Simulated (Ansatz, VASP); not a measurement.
One calculation of GaN, two programs

The input POSCAR:

```
GaN
1.0
    0.0000000000      2.2489367673      2.2152027158
    2.2489367673      0.0000000000      2.2152027158
    2.2489367673      2.2489367673      0.0000000000
Ga N
1 1
Direct
    0.0000000000      0.0000000000      0.0000000000
    0.7500000000      0.7500000000      0.7500000000
```

The input INCAR.step1:

```
SYSTEM = GaN
PREC = Accurate
ENCUT = 520
ISMEAR = 0
SIGMA = 0.05
LREAL = .False.
LASPH = .True.
NELM = 80
NBANDS = 16
GGA = PE
ALGO = Normal
EDIFF = 1E-4
LWAVE = .True.
LCHARG = .False.
```

INCAR.step2

```
SYSTEM = GaN
PREC = Accurate
ENCUT = 520
EDIFF = 1E-7
ISMEAR = 0
SIGMA = 0.05
LREAL = .False.
LASPH = .True.
NELM = 80
ALGO = Normal
ISIF = 2
LWAVE = .False.
LCHARG = .False.
METAGGA = R2SCAN
LMIXTAU = .True.
NBANDS = 16
ISTART = 1
```

Contents of KPOINTS:

```
Automatic mesh
0
Gamma
  10 10 10
  0 0 0
```

Input for Ansatz:

```yaml
crystal:
  lattice:
    - [0.0, 2.2489367673, 2.2152027158]
    - [2.2489367673, 0.0, 2.2152027158]
    - [2.2489367673, 2.2489367673, 0.0]
  atoms:
    - { symbol: Ga, position: [0.0, 0.0, 0.0] }
    - { symbol: "N", position: [0.75, 0.75, 0.75] }
basis:
  ecutwfc: 500
kpoints:
  mp_grid: { grid: [10, 10, 10] }
hamiltonian:
  xc: r2scan
scf:
  occupations: { method: gaussian, width: 0.05 }
output:
  forces: true
  stress: true
  eigenvalues: true
```

Change from the starting cell: strain -0.0150 x Voigt [0, 0, 1, 0, 0, 0], atoms carried along.

Alike in both runs: task single point; functional r2SCAN; k mesh 10 × 10 × 10; occupations gaussian, width 0.05 eV; no spin polarisation.

|  | VASP | Ansatz |
| --- | --- | --- |
| version | VASP 6.6.1 | Ansatz 0.2.0 |
| potentials or method | VASP PAW PBE potentials, release 64 (Ga_d, N) | scalar-relativistic, plane waves, PAW |
| plane-wave cutoff (eV) | 520 | 500 |
| valence electrons in the cell | 18 | 18 |

|  | VASP | Ansatz | Ansatz less VASP |
| --- | --- | --- | --- |
| gap on the k mesh at the Fermi level (eV) | 2.21 | 2.22 | +0.010 |
| least direct gap on the mesh (eV) | 2.21 | 2.22 | +0.010 |
| pressure (GPa) | 4.2 | 3.1 | -1.15 |
| largest component of the traceless stress (GPa) | 1.27 | 1.26 | -0.001 |

Caveats: the PAW data sets were made with another functional, which shifts forces and pressure a little (VASP).
